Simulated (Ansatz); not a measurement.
# SnSe: convergence with the PAW cutoff

An exercise on one series of results from a longer session: the logs are not shown, and one member is left open.

Computed with Ansatz 0.2.0 (DFT, PBE, PAW with Ansatz's default frozen-core files, scalar-relativistic, unless a step's input says otherwise).

## Starting point

Symmetry: Fm-3m, No. 225, cubic system. The conventional cell has a = 6.020 Å, b = 6.020 Å, c = 6.020 Å, α = 90.00°, β = 90.00°, γ = 90.00°. Sn (site symmetry m-3m) is surrounded by 6 Se at 3.01 Å. Se (site symmetry m-3m) has 6 Sn at 3.01 Å as nearest neighbours.

As a file:

```cif
data_structure
_symmetry_space_group_name_H-M 'P 1'
_symmetry_Int_Tables_number 1
_cell_length_a 4.2568
_cell_length_b 4.2568
_cell_length_c 4.2568
_cell_angle_alpha 60.000
_cell_angle_beta 60.000
_cell_angle_gamma 60.000
_cell_volume 54.54
loop_
_atom_site_label
_atom_site_type_symbol
_atom_site_fract_x
_atom_site_fract_y
_atom_site_fract_z
_atom_site_occupancy
Sn1 Sn 0.00000 0.00000 0.00000 1
Se1 Se 0.50000 0.50000 0.50000 1
```

The geometry is a database entry used as it stands. It may stem from high pressure or temperature, or be incomplete, so it serves as a test cell.

Atoms are numbered in the order of the input: Sn1, Se2.

Set-up of the first run:

The input, input.yaml:

```yaml
crystal:
  lattice:
    - [0.0, 3.01, 3.01]
    - [3.01, 0.0, 3.01]
    - [3.01, 3.01, 0.0]
  atoms:
    - { symbol: Sn, position: [0.0, 0.0, 0.0] }
    - { symbol: Se, position: [0.5, 0.5, 0.5] }
kpoints:
  mp_grid: { grid: [7, 7, 7] }
scf:
  occupations: { method: fermi_dirac, width: 0.01 }
hamiltonian:
  xc: pbe
  pseudopotentials: { kind: paw }
output:
  forces: true
  stress: true
  eigenvalues: true
  efg: { contact_densities: true }
basis:
  ecutwfc: 250
```

Among the steps run: With PAW files, cutoff 250 eV; With PAW files, cutoff 300 eV; With PAW files, cutoff 350 eV; With PAW files, cutoff 500 eV; With PAW files, cutoff 800 eV.

One of the session's tables, all rows but one given; the rest of the session is left out.

It belongs to the step «The sweep in one table». 

| cutoff (eV) | pressure (GPa) |
| --- | --- |
| 250 | 1.03 |
| 300 | 1.03 |
| 350 | ? |
| 500 | 0.96 |
| 800 | 0.96 |

**Question.** Estimate the row for cutoff (eV) = 350.

Worked estimate for «pressure (GPa)». A straight line through the neighbours (300, 1.03) and (500, 0.96) gives 1.03 + (0.96 − 1.03) × (350 − 300) / (500 − 300) = 1.01; a parabola fitted to 4 rows on both sides gives 1.00.

As computed: pressure (GPa): 0.98. In «pressure (GPa)» the line misses by +0.03 and the parabola by +0.02.

Energies are those extrapolated to zero smearing.

Limits of these values: Warnings in the runs' records: gradients without spin orbit, cutoff below recommended.
